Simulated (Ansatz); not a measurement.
The cell is MoSi2 (P6_222) from a database structure; cell and atoms were relaxed with r2SCAN. Space group P6_222 (No. 180), hexagonal; conventional cell a = 4.584 Å, c = 6.577 Å, 13.30 Å³ an atom. Si is surrounded by 5 Si at 2.55–2.67 Å and 5 Mo at 2.57–2.67 Å; Mo is surrounded by 10 Si at 2.57–2.67 Å.

The questions ask for values computed with the plane-wave code Ansatz on this geometry. Calculated for a static, non-magnetic cell.

(1) What gap does LDA give, and where are the band edges?

(2) What does PBE give for the gap (6×6×4 mesh)?

(3) What does r2SCAN give for the gap (6×6×4 mesh)?

(4) Estimate the gap with HSE06 on 6×6×2.

(5) Roughly how does the cost of the LDA run (6×6×4) compare with r2SCAN's (6×6×4)?

(6) How do the levels compare, in gap and in cost?

Answers

(1) The LDA gap is indirect, 0.03 eV (L to M), below the direct gap of 0.50 eV at L. (This is within a few times the smearing of 0.02 eV, so the filling near the edges can be smeared.)

(2) PBE gives an indirect gap of 0.05 eV, from L to M; the least direct gap is 0.54 eV at L. (With 0.02 eV of smearing so small a gap leaves both edges partly filled, and it could close between the points sampled.) The gap differs by +0.02 eV from LDA's.

(3) r2SCAN gives an indirect gap of 0.16 eV, from L to M; the least direct gap is 0.69 eV at L. The gap differs by +0.13 eV from LDA's.

(4) HSE06 gives an indirect gap of 0.54 eV, from L to M; the least direct gap is 1.11 eV at L. The gap differs by +0.51 eV from LDA's.

(5) About 0.6 times as much (17 core-seconds against 28 core-seconds, on 4 threads of Intel(R) Xeon(R) Platinum 8259CL CPU @ 2.50GHz (Skylake/Cascade Lake), on a shared host).

(6) r2SCAN covers 21 % of the step from PBE to HSE06, while HSE06 needs about 24 times r2SCAN's cost (on a coarser mesh). All these functionals give a gap of the same kind, indirect.

The meshes of the hybrids are coarse, so their gaps aren't converged to the digits shown.
